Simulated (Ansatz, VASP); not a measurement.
## Hf2H: VASP beside Ansatz

File INCAR:

```
PREC     = Accurate       # precision mode
ENCUT    = 520            # plane-wave cutoff, eV
EDIFF    = 1E-6           # SCF threshold, eV
ISMEAR   = 0              # smearing method
SIGMA    = 0.1            # smearing width, eV
LREAL    = False          # projectors in reciprocal space
LASPH    = True           # aspherical terms in the spheres
NELM     = 80             # most SCF steps
ALGO     = Normal         # electronic algorithm
ISIF     = 2              # what is computed and relaxed
LWAVE    = False          # write WAVECAR
LCHARG   = False          # write CHGCAR
GGA      = PE             # functional
NBANDS   = 18             # bands
```

File KPOINTS:

```
Automatic mesh
0
Gamma
  6 6 6
```

Contents of POSCAR:

```
Hf2H
1.0
    2.7246020800      1.5730497400      1.8595779200
   -2.7246020800      1.5730497400      1.8595779200
    0.0000000000     -3.1460994900      1.8595779200
Hf H
2 1
Direct
    0.7759092600      0.7759092600      0.7759092600
    0.2240907400      0.2240907400      0.2240907400
    0.5000000000      0.5000000000      0.5000000000
```

Input for Ansatz:

```yaml
crystal:
  lattice:
    - [2.72460208, 1.57304974, 1.85957792]
    - [-2.72460208, 1.57304974, 1.85957792]
    - [0.0, -3.14609949, 1.85957792]
  atoms:
    - { symbol: Hf, position: [0.77590926, 0.77590926, 0.77590926] }
    - { symbol: Hf, position: [0.22409074, 0.22409074, 0.22409074] }
    - { symbol: H, position: [0.5, 0.5, 0.5] }
basis:
  ecutwfc: 420
kpoints:
  mp_grid: { grid: [6, 6, 6] }
hamiltonian:
  xc: pbe
scf:
  occupations: { method: gaussian, width: 0.1 }
  lower_state_search: "off"
output:
  forces: true
  stress: true
  eigenvalues: true
```

Alike in both runs: task single point; functional PBE; k mesh 6 × 6 × 6; occupations gaussian, width 0.1 eV; no spin polarisation.

|  | VASP | Ansatz |
| --- | --- | --- |
| version | VASP 6.6.1 | Ansatz 0.2.0 |
| potentials or method | VASP PAW PBE potentials, release 64 (Hf_pv, H) | scalar-relativistic, plane waves, PAW |
| plane-wave cutoff (eV) | 520 | 420 |
| valence electrons in the cell | 21 | 53 |

```tsv
	VASP	Ansatz	Ansatz less VASP
gap on the k mesh at the Fermi level (eV)	none	none	-
pressure (GPa)	14.2	14.5	+0.24
largest component of the traceless stress (GPa)	44.75	44.82	+0.069
rms of the force components (eV/Å)	0.528	0.502	-0.0263
```

Atom by atom the forces differ by 0.026 eV/Å (rms over components). A gap of «none» marks a metal or a gap that the smearing closes. The two sets of potentials don't hold the same shells in valence.

Caveats: forces of over 1 eV/Å show positions far from the minimum, so gaps and moduli don't describe the material at rest. The runs have no spin-orbit coupling, so splittings on Hf are missing.
